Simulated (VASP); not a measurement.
Wanted: the native input for a VASP 6.6.1 run.

```yaml
Task: band structure
Functional: HF
Potentials_or_basis: VASP PAW PBE potentials, release 64 (N, B)
Cutoff: 520 eV
k_mesh: 7 × 7 × 7
Occupations: fermi-dirac, width 0.05 eV
Spin: no spin polarisation
Grid_for_exact_exchange_PRECFOCK: Fast
Exchange_at_q_=_0: truncated
Further_INCAR_settings: ALGO = Normal; EDIFF = 1e-06
```

Crystal: BN.

```
N B
1.0
     0.00000    1.81300    1.81300
     1.81300    0.00000    1.81300
     1.81300    1.81300    0.00000
N B
1 1
Cartesian
  0.9065 0.9065 0.9065
  0.0000 0.0000 0.0000
```

The cell is a database's computed one.

These files were run (other wordings do the same):

POSCAR

```
BN
1.0
    0.0000000000      1.8130010000      1.8130010000
    1.8130010000      0.0000000000      1.8130010000
    1.8130010000      1.8130010000      0.0000000000
N B
1 1
Direct
    0.2500000000      0.2500000000      0.2500000000
    0.0000000000      0.0000000000      0.0000000000
```

INCAR.step1

```
SYSTEM = BN
ALGO = Normal
EDIFF = 1E-5
ENCUT = 520
GGA = PE
ISIF = 2
ISMEAR = -1
LASPH = .True.
LCHARG = .False.
LREAL = .False.
LWAVE = .True.
NELM = 80
PREC = Accurate
SIGMA = 0.05
```

INCAR.step2

```
SYSTEM = BN
AEXX = 1.0
AGGAC = 0.0
ALDAC = 0.0
ALGO = Normal
EDIFF = 1E-6
ENCUT = 520
GGA = PE
HFRCUT = -1
ISIF = 2
ISMEAR = -1
ISTART = 1
LASPH = .True.
LCHARG = .False.
LHFCALC = .True.
LREAL = .False.
LWAVE = .False.
NELM = 80
PREC = Accurate
PRECFOCK = Fast
SIGMA = 0.05
```

KPOINTS

```
k-points
0
Gamma
  7 7 7
  0 0 0
```

KPOINTS_OPT

```
path GXWKGLUWLK,UX
12
line-mode
reciprocal
 0.0000000000  0.0000000000  0.0000000000  G
 0.5000000000  0.0000000000  0.5000000000  X

 0.5000000000  0.0000000000  0.5000000000  X
 0.5000000000  0.2500000000  0.7500000000  W

 0.5000000000  0.2500000000  0.7500000000  W
 0.3750000000  0.3750000000  0.7500000000  K

 0.3750000000  0.3750000000  0.7500000000  K
 0.0000000000  0.0000000000  0.0000000000  G

 0.0000000000  0.0000000000  0.0000000000  G
 0.5000000000  0.5000000000  0.5000000000  L

 0.5000000000  0.5000000000  0.5000000000  L
 0.6250000000  0.2500000000  0.6250000000  U

 0.6250000000  0.2500000000  0.6250000000  U
 0.5000000000  0.2500000000  0.7500000000  W

 0.5000000000  0.2500000000  0.7500000000  W
 0.5000000000  0.5000000000  0.5000000000  L

 0.5000000000  0.5000000000  0.5000000000  L
 0.3750000000  0.3750000000  0.7500000000  K

 0.6250000000  0.2500000000  0.6250000000  U
 0.5000000000  0.0000000000  0.5000000000  X
```

Potentials or basis: VASP PAW PBE potentials, release 64 (N, B).

Launch:

```sh
$ cat potpaw_PBE.64/N/POTCAR potpaw_PBE.64/B/POTCAR > POTCAR
$ cp INCAR.step1 INCAR
$ mpirun -np 1 vasp_std > vasp.out
$ cp INCAR.step2 INCAR
$ mpirun -np 1 vasp_std > vasp.out
```

It gave:

| Property | Result |
| --- | --- |
| Pressure | -8.8 GPa |
| Band gap along the path | 13.69 eV, indirect (least direct gap 19.32 eV) |

Caveat: the k mesh is coarse (spacing up to 0.43 Å⁻¹), so the values aren't converged, least of all with exact exchange; the PAW data sets were made with another functional, which shifts forces and pressure a little.

It took 10 min on 1 thread of Intel(R) Xeon(R) Platinum 8375C CPU @ 2.90GHz (Ice Lake), with other jobs on the host, peak memory 0.15 GiB.
